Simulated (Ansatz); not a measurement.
Input and command of a calculation in Ansatz (plane waves; scalar-relativistic PAW potentials unless the input names others):

```yaml
crystal:
  lattice:
    - [2.5180184915, 0.0, 0.0]
    - [-1.2590092457, 2.1806679808, 0.0]
    - [0.0, 0.0, 8.3045881819]
  atoms:
    - { symbol: C, position: [-0.019535827, -0.0626525361, 0.0904355284] }
    - { symbol: C, position: [-0.0307894501, 0.0441036278, 0.5871343067] }
    - { symbol: C, position: [0.0124764065, 0.0175546694, 0.4112228654] }
    - { symbol: C, position: [0.0574043095, 0.0055830552, 0.9125756497] }
    - { symbol: C, position: [0.3220616971, 0.6765562193, 0.1692530075] }
    - { symbol: C, position: [0.6554579775, 0.3384069273, 0.6449117938] }
    - { symbol: C, position: [0.3052507611, 0.6335059493, 0.3441985592] }
    - { symbol: C, position: [0.6976741255, 0.3469420879, 0.8402682893] }
basis:
  ecutwfc: 420
kpoints:
  mp_grid: { grid: [12, 12, 4] }
hamiltonian:
  xc: lda
scf:
  occupations: { method: gaussian, width: 0.05 }
output:
  forces: true
  eigenvalues: true
  stress: true
```

```bash
ansatz run input.yaml --threads 2 --pin off --max-ram 5120MiB --backend cpu --events-out ev --progress --plain --runs-dir out
```

Abridged log:
```
Basis set: ecut = 420 eV, 909 PW (Γ)
Bands: 24, of which v1, the nominal top of the filled ones, is band 16 counted from 1 (15 counted from 0)
Symmetry: 1 space group operations
k-points: 292 of 576 (time reversal used)
SCF iter   1: F=—  HF=-1942.023559 eV  |F-HF|=—  |Δ(HF+E_count)|=         —  Δρ=8.57e-3  dr2=2.15e-2  ethr=1.77e-3  ⟨swp⟩=6.1  Hψ=33593  notcnv=0  defer=146
SCF iter   2: F=—  HF=-1942.017013 eV  |F-HF|=—  |Δ(HF+E_count)|=   6.55e-3  Δρ=3.87e-3  dr2=2.85e-3  ethr=6.70e-5  ⟨swp⟩=1.7  Hψ=10931  notcnv=0  defer=400
SCF iter   3: F=—  HF=-1942.016091 eV  |F-HF|=—  |Δ(HF+E_count)|=   9.23e-4  Δρ=7.03e-4  dr2=1.48e-4  ethr=8.92e-6  ⟨swp⟩=2.5  Hψ=10532  notcnv=0  defer=131
automatic band count: iteration 3 solves 23 bands in place of 24: the levels show a gap, and the empty bands left out lie too high to hold charge; the band table lists the bands solved (type scf.n_extra_bands for more)
SCF iter   4: F=—  HF=-1942.016046 eV  |F-HF|=—  |Δ(HF+E_count)|=   4.53e-5  Δρ=1.19e-4  dr2=3.75e-6  ethr=4.62e-7  ⟨swp⟩=2.0  Hψ=9137  notcnv=0  defer=131
SCF iter   5: F=—  HF=-1942.016045 eV  |F-HF|=—  |Δ(HF+E_count)|=   5.23e-7  Δρ=2.30e-5  dr2=8.94e-8  ethr=1.17e-8  ⟨swp⟩=2.1  Hψ=9848  notcnv=0  defer=131
SCF iter   6: F=-1942.016045 eV  HF=-1942.016045 eV  |F-HF|=3.81e-10  |Δ(HF+E_count)|=   2.58e-9  Δρ=4.81e-6  dr2=3.08e-9  ethr=2.79e-10  ⟨swp⟩=6.4  Hψ=28129  notcnv=0
SCF 1 converged in 6 iterations: F = -1942.016045 eV  dr2 = 3.08e-9
SCF converged after 6 iterations
Free energy (F): -1942.016045 eV
Harris-Foulkes:  -1942.016045 eV  (|F-HF|=3.81e-10)
Internal energy: -1942.016045 eV  (E = F + TS)
E sigma→0 (E₀):  -1942.016045 eV
Fermi energy:    15.889999 eV
--- Forces (eV/Å), atoms counted from 1 ---
  atom   1  C     -1.38441978     3.62398676     3.41647091
  atom   2  C      4.82928594    -3.34212676     0.20453819
  atom   3  C     -1.48598868    -2.99877781    -1.99794864
  atom   4  C     -2.60111755    -0.59290328    -3.07951119
  atom   5  C      2.05112700    -3.06027492    -5.04379682
  atom   6  C     -3.27192018     2.91388529     3.35729505
  atom   7  C      0.62971511     3.89246022     1.80191259
  atom   8  C      1.23331814    -0.43624706     1.34104030
--- Stress (GPa, compression-positive) ---
       -8.712106      -2.867133      -1.532343
       -2.867133      -5.802657      -1.196968
       -1.532342      -1.196968      -5.154702
  P = ⅓ Tr σ = -6.5565 GPa (-65.565 kbar)
```

Apart from outputs and empty bands, the input differs from a reference run on usual settings in hamiltonian.xc: "pbe" → "lda". The reference, at the same geometry (not necessarily relaxed), gave pressure 8.10 GPa, largest force 6.347 eV/Å, gap on the mesh 1.89 eV. This run converged in 6 SCF iterations (reference: 6) with a total energy on another zero, pressure -6.56 GPa, largest force 6.246 eV/Å, gap on the mesh 1.87 eV.

The run took 31 s on 2 threads of Intel(R) Xeon(R) Processor @ 2.50GHz (Skylake/Cascade Lake), on a shared host, peak memory 0.57 GiB.